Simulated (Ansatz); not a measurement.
CuO:

```
Cu O
1.0
     2.34465   -1.71340    0.00000
     2.34465    1.71340    0.00000
    -0.86055    0.00000    5.05944
Cu O
2 2
Direct
  0.00320 0.49680 0.00000
  0.49680 0.00320 0.50000
  0.57140 0.40560 0.25370
  0.40560 0.57140 0.75370
```

Program: Ansatz 0.2.0. Alike in all runs: task band structure; potentials or basis Ansatz PAW; no spin polarisation; cell as given; cutoff (eV) 420; smearing fermi-dirac 0.05 eV.

**Question.** Order these runs on this cell by their pressure, lowest first.
A. level LDA; k mesh 10 × 10 × 5; mesh quality not flagged
B. level LDA+U; U Cu d U = 4.5 eV; k mesh 10 × 10 × 5; hubbard projectors ortho-atomic (the default); double counting fll (the default); mesh quality not flagged
C. level PBEsol; k mesh 6 × 6 × 3; mesh quality coarse
D. level PBEsol+U; U Cu d U = 5.3 eV; k mesh 10 × 10 × 5; hubbard projectors ortho-atomic (the default); double counting fll (the default); mesh quality not flagged
E. level BLYP; k mesh 6 × 6 × 3; mesh quality coarse

**Answer.** A (-9.6 GPa), B (-7.4 GPa), C (-2.6 GPa), D (-0.1 GPa), E (12.5 GPa).

Caveats: some runs use coarse meshes; the run has no spin polarisation, though such a crystal can be magnetic; the PAW data sets come from PBE, with cores solved anew for the run's functional, which leaves a small shift of forces and pressure; U without spin polarisation on a metal has little footing (some runs); the potentials were made for another functional, which shifts forces and pressure (some runs).

Not every run made on this cell is shown here.
